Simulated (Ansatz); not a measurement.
**What internal relaxation does to the elastic constants of Al3Cu**

Method: DFT PBEsol, scalar-relativistic, plane waves, PAW (Ansatz). Plane waves to 420 eV; Γ-centred k mesh 16×16×6; Fermi-Dirac smearing of 0.15 eV. No spin polarisation.

Relaxed structure:
```xyz
4
Lattice="2.7860 0.0000 0.0000 0.0000 2.7860 0.0000 0.0000 0.0000 7.5698" Properties=species:S:1:pos:R:3 pbc="T T T"
Al    0.0000    0.0000    3.7849
Al    1.3930    1.3930    1.6759
Al    1.3930    1.3930    5.8939
Cu    0.0000    0.0000    0.0000
```

In a metal, frequencies and elastic constants depend on the k mesh and the smearing, soft modes and shear constants most.

Clamped-ion constants (GPa, Voigt order; atoms follow the strain homogeneously):
```
148.2  99.6  63.3   0.0   0.0   0.0
 99.6 148.2  63.3   0.0   0.0   0.0
 63.2  63.2 180.2   0.0   0.0   0.0
  0.0   0.0   0.0  53.3   0.0   0.0
  0.0   0.0   0.0   0.0  53.3   0.0
  0.0   0.0   0.0   0.0   0.0  41.8
```

What are the constants once the atoms relax in each strained cell?

Answers

```
143.7  95.1  59.6   0.0   0.0   0.0
 95.1 143.7  59.6   0.0   0.0   0.0
 59.5  59.5 177.2   0.0   0.0   0.0
  0.0   0.0   0.0  45.6   0.0   0.0
  0.0   0.0   0.0   0.0  45.6   0.0
  0.0   0.0   0.0   0.0   0.0  41.8
```
The Voigt shear modulus goes from 46.4 to 43.3 GPa and the Voigt bulk modulus from 103.2 to 99.2 GPa. Relaxation subtracts ΛᵀK⁻¹Λ/V, with Λ the forces that a strain puts on the atoms and K the zone-centre force constants. At a stable cell this can only lower the diagonal constants, and it acts only for strains that share their symmetry with an optical mode; elsewhere, and where the coupling is weak, the constants hardly move.